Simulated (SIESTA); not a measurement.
TiAl: single point with PBE

TiAl:

```
Ti Al
1.0
     3.17906    0.00000    0.00000
     0.00000    3.17906    0.00000
     0.00000    0.00000    3.17906
Ti Al
1 1
Cartesian
  0.0000 0.0000 0.0000
  1.5895 1.5895 1.5895
```

The cell comes from a database or a generator and needn't be the stable form of this composition.

```
Program             : SIESTA 5.4.2
Task                : single point
Functional          : PBE
Potentials or basis : PseudoDojo 0.4 standard (PBE files)
Basis               : DZP (energy shift 0.003 Ry; two zetas on semicore shells)
Grid cutoff         : 800 Ry
Energy shift        : 0.003 Ry
k mesh              : 8 × 8 × 8
Occupations         : fermi-dirac, width 0.05 eV
Spin                : no spin polarisation
```

The pressure is 1.3 GPa. The band gap on the k mesh is none (metal or under the smearing width). The hirshfeld charges are Ti +0.04; Al -0.04 e. The voronoi charges are Ti +0.04; Al -0.04 e.

Levels at points of the mesh, in eV from the Fermi level:
```csv
k point,band 5,band 6,band 7,band 8,band 9,band 10,band 11,band 12
"(0.00, 0.00, 0.00)",-9.30,-1.45,-1.45,1.82,1.82,1.82,4.48,4.48
"(0.50, 0.00, 0.00)",-6.00,-5.22,-0.56,0.15,0.15,2.03,3.01,6.87
"(0.00, 0.50, 0.00)",-6.00,-5.22,-0.56,0.15,0.15,2.03,3.01,6.87
"(0.50, 0.50, 0.00)",-5.00,-2.13,-2.13,-1.47,0.70,0.70,2.75,4.73
"(0.00, 0.00, 0.50)",-6.00,-5.22,-0.56,0.15,0.15,2.03,3.01,6.87
"(0.50, 0.00, 0.50)",-5.00,-2.13,-2.13,-1.47,0.70,0.70,2.75,4.73
"(0.00, 0.50, 0.50)",-5.00,-2.13,-2.13,-1.47,0.70,0.70,2.75,4.73
"(0.50, 0.50, 0.50)",-3.12,-3.12,-3.12,0.82,2.82,2.82,2.90,2.90
```

Run time: 2.7 min on 1 thread of Arm Neoverse V1, on a shared host, peak memory 0.47 GiB.

Caveat: Mulliken charges of long-ranged orbitals can have an unphysical sign; the basis of atomic orbitals isn't converged, which shifts pressures, moduli and gaps.
